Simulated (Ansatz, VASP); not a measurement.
## Two plane-wave programs on Pt

```
Pt
1.0
     0.00000    1.98727    1.98727
     1.98727    0.00000    1.98727
     1.98727    1.98727    0.00000
Pt
1
Direct
  0.00000 0.00000 0.00000
```

Change from the starting cell: strain +0.015 along x and y, +0.015 along z, atoms carried along.

Alike in both runs: task single point; functional PBEsol; k mesh 20 × 20 × 20; occupations gaussian, width 0.15 eV; no spin polarisation.

|  | VASP | Ansatz |
| --- | --- | --- |
| version | VASP 6.6.1 | Ansatz 0.2.0 |
| potentials or method | VASP PAW PBE potentials, release 64 (Pt) | scalar-relativistic, plane waves, PAW |
| plane-wave cutoff (eV) | 520 | 420 |
| valence electrons in the cell | 10 | 18 |

Ansatz gave:

- gap on the k mesh at the Fermi level (eV): none
- pressure (GPa): -10.9

What did VASP give for the same quantities?

gap on the k mesh at the Fermi level (eV): none; pressure (GPa): -11.3.

A gap of «none» marks a metal or a gap that the smearing closes. The two sets of potentials don't hold the same shells in valence.

Caveats: the PAW data sets were made with another functional, which shifts forces and pressure a little (VASP). The runs have no spin-orbit coupling, so splittings on Pt are missing.
